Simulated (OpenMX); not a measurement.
Au: changing the dispersion correction

Symmetry: Pm-3m, No. 221, cubic system. The conventional cell has a = 2.748 Å, b = 2.748 Å, c = 2.748 Å, α = 90.00°, β = 90.00°, γ = 90.00°. Au (site symmetry m-3m) is surrounded by 6 Au at 2.75 Å.

This isn't the form of Au at room conditions, which is fcc.

Kept alike: task single point; functional PBE; k mesh 7 × 7 × 7; occupations fermi-dirac, width 0.05 eV; no spin polarisation. Program: OpenMX, OpenMX 2013 PBE set, Au7.0-s3p2d2f1, grid cutoff 400 Ry. The mesh is that of the run's cell of 1 atom. No spin-orbit coupling.

| dispersion correction | pressure (GPa) |
| --- | --- |
| D3(zero) | -5.07 |
| D3(BJ) | -3.18 |
| D4 | -3.00 |
| none | 1.07 |

Pressure is positive in compression. For a metal such a mesh leaves the last digits unconverged.

Question: What does the dispersion correction change here?

Answer: The pressure runs from -5.07 (D3(zero)) to 1.07 GPa (none). Dispersion terms mostly attract, so at fixed cell they lower the pressure.

Without dispersion, the simple cubic cell is under slight compression and would tend to expand. Each correction reverses the sign, so the same cell is then stretched and would tend to contract. The filled, polarisable 5d shell of gold gives the pair attraction its strength, while the metallic bonding itself comes mainly from the delocalised 6s electrons, with some d participation. Because these corrections add an energy that depends on geometry and leave the electron density essentially unchanged, the shifts between rows reflect the slope of the dispersion energy with volume, not a change in bonding.

D3(BJ) and D4 nearly agree, whereas D3(zero) pulls inward more strongly, probably because its short-range damping has a different slope at near-neighbour distances. Conduction electrons also screen the fluctuating dipoles in a metal, so a sum over atom pairs can exaggerate the attraction. The larger inward pull is therefore no sign of a better description of gold.
